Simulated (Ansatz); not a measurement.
Te2Mo under changes of volume

One of the cells (64.121 Å³/atom); the others are scaled copies at fixed shape and fractional positions:

```
CELL_PARAMETERS angstrom
3.56023 0.00000 0.00000
-1.78012 3.08325 0.00000
0.00000 0.00000 17.52406
ATOMIC_POSITIONS crystal
Te 0.33333 0.66667 0.10214
Te 0.33333 0.66667 0.89786
Mo 0.00000 0.00000 0.00000
```

```yaml
Program: Ansatz 0.2.0
Functional: LDA
Potentials_or_basis: Ansatz PAW
Cutoff: "420 eV (not typed: the program's choice for these potentials)"
k_mesh: 9 × 9 × 2
Occupations: fermi-dirac, width 0.05 eV
Spin: no spin polarisation
```

| volume (Å³/atom) | energy over the lowest point (meV/atom) | gap on the mesh (eV) | largest force (eV/Å) |
| --- | --- | --- | --- |
| 60.274 | 1.58 | 1.14 | 0.507 |
| 61.556 | 0.00 | 1.11 | 0.171 |
| 62.839 | 5.33 | 1.08 | 0.138 |
| 64.121 | ? | ? | ? |
| 65.404 | 33.78 | 1.01 | 0.683 |
| 66.686 | 55.61 | 0.98 | 0.924 |
| 67.968 | 81.79 | 0.96 | 1.145 |

Problem. What does the run at 64.121 Å³/atom give?

Solution. Energy over the lowest point 16.81 meV/atom; gap on the mesh 1.04 eV; largest force 0.422 eV/Å.

Worked out: A Birch-Murnaghan fit of order 3 (a polynomial in V^(-2/3)) to the other rows has its minimum at 61.19 Å³/atom with B0 = V·E''(V) = 43 GPa and B' = 4.5 at fixed shape and positions, which overstates the stiffness. It gives 16.81 meV/atom at 64.121 Å³/atom, against the run's 16.81. A straight line through the other rows of the gap, of slope -1.55 eV per unit of ln V (its deformation potential), gives 1.05 eV, against the run's 1.04.

Energies are extrapolated to zero smearing.

Caveats: odd divisions of the mesh miss points on the zone boundary, where band edges often lie, so the gap on the mesh can be too wide; spin-orbit coupling is left out, which moves the levels of the heavy elements; the PAW data sets come from PBE, with cores solved anew for the run's functional, which leaves a small shift of forces and pressure.

A mesh can miss the band edges.
